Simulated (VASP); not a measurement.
Input of a VASP 6.6.1 run:

Contents of INCAR:

```
SYSTEM = Ce
ALGO = Fast
EDIFF = 1E-6
ENCUT = 520
GGA = PS
ISIF = 2
ISMEAR = -1
LASPH = .TRUE.
LCHARG = .TRUE.
LELF = .TRUE.
LREAL = .FALSE.
LVHAR = .TRUE.
LWAVE = .FALSE.
NBANDS = 12
NELM = 80
PREC = Accurate
SIGMA = 0.1
```

KPOINTS

```
k-points
0
G
  11 11 11
  0 0 0
```

Contents of POSCAR:

```
Ce
1.0
    0.0000000000      2.2961665996      2.2961665996
    2.2961665996      0.0000000000      2.2961665996
    2.2961665996      2.2961665996      0.0000000000
Ce
1
Direct
    0.0000000000      0.0000000000      0.0000000000
```

Potentials or basis: VASP PAW PBE potentials, release 64 (Ce).

Launch:

```bash
$ cat potpaw_PBE.64/Ce/POTCAR > POTCAR
$ mpirun -np 1 vasp_std > vasp.out
```

(1) What does it give for the pressure?

(2) What does it give for the band gap on the k mesh?

Answers

(1) -0.2 GPa.

(2) none (metal or under the smearing width).

Caveat: the PAW data sets were made with another functional, which shifts forces and pressure a little.
